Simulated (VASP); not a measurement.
# Si: single point with PBE

Crystal: Si.

```xyz
1
Lattice="-1.6946 1.6946 1.3555 1.6946 -1.6946 1.3555 1.6946 1.6946 -1.3555" Properties=species:S:1:pos:R:3 pbc="T T T"
Si    0.0000    0.0000    0.0000
```

The cell isn't the ideal one: strained and moved within the space group.

| Item | Value |
| --- | --- |
| Program | VASP 6.6.1 |
| Task | single point |
| Functional | PBE |
| Potentials or basis | VASP PAW PBE potentials, release 64 (Si) |
| Cutoff | 520 eV |
| k mesh | 20 × 20 × 20 |
| Occupations | gaussian, width 0.1 eV |
| Spin | no spin polarisation |
| Dipole correction | no |
| Further INCAR settings | ALGO = Fast; EDIFF = 1e-07; NBANDS = 8 |

The pressure is -5.3 GPa and the band gap on the k mesh is none (metal or under the smearing width).

Stress tensor (GPa, compression positive):
```
-4.75  0.00  0.00
 0.00 -4.75  0.00
 0.00  0.00 -6.50
```

Levels at points of the mesh, in eV from the Fermi level:
```tsv
k point	band 1	band 2	band 3	band 4	band 5
(0.00, 0.00, 0.00)	-13.75	8.95	8.95	9.19	12.30
(0.50, 0.00, 0.00)	-5.81	-5.81	4.30	5.94	6.30
(0.50, 0.50, 0.00)	-8.27	-6.70	8.38	10.64	11.35
(0.50, 0.50, 0.50)	-2.27	-2.27	-2.07	1.57	4.17
```

It took 33 s on 1 thread of AMD EPYC 9R45 96-Core Processor (Zen 5), on a shared host, peak memory 0.15 GiB.
